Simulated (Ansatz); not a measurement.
## How settings move the results for V

```yaml
crystal:
  lattice:
    - [0.00000, 1.89500, 1.89500]
    - [1.89500, 0.00000, 1.89500]
    - [1.89500, 1.89500, 0.00000]
  atoms:
    - { symbol: V, position: [0.00000, 0.00000, 0.00000] }
```

Conventional cell: a = 3.790 Å, b = 3.790 Å, c = 3.790 Å, α = 90.00°, β = 90.00°, γ = 90.00°. V (atom 1) has 12 V at 2.68 Å as nearest neighbours.

The cell is COD entry 1534881, as deposited and not checked against the literature; nothing was relaxed.

Computed with Ansatz 0.2.0, DFT, PBE, all-electron LAPW, scalar-relativistic.

The runs use a Γ-centred 15×15×15 k mesh, Fermi–Dirac smearing of 0.08 eV, basis error target 1 meV/atom, spin-polarised from start moments V 1.5 μB (the moments died away, and the run ended non-magnetic). One setting is then changed at a time.

| filling | energy at zero smearing less the base's (meV/atom) | P (GPa) | cutoff chosen (eV) |
| --- | --- | --- | --- |
| Fermi–Dirac 0.08 eV (base) | 0.0 | 3.94 | 245 |
| tetrahedron | ? | – | 245 |
| cold 0.15 eV | ? | 3.69 | 245 |
| Gaussian 0.2 eV | 0.0 | 3.94 | 245 |
| Fermi–Dirac 0.15 eV | 0.0 | 4.50 | 245 |
| Methfessel–Paxton 0.2 eV | -0.1 | 3.71 | 245 |

(1) What belongs in the row "tetrahedron", column "energy at zero smearing less the base's (meV/atom)"?

(2) Fill in "energy at zero smearing less the base's (meV/atom)" for the row "cold 0.15 eV".

## Answers

(1) -0.9.

(2) 0.5.
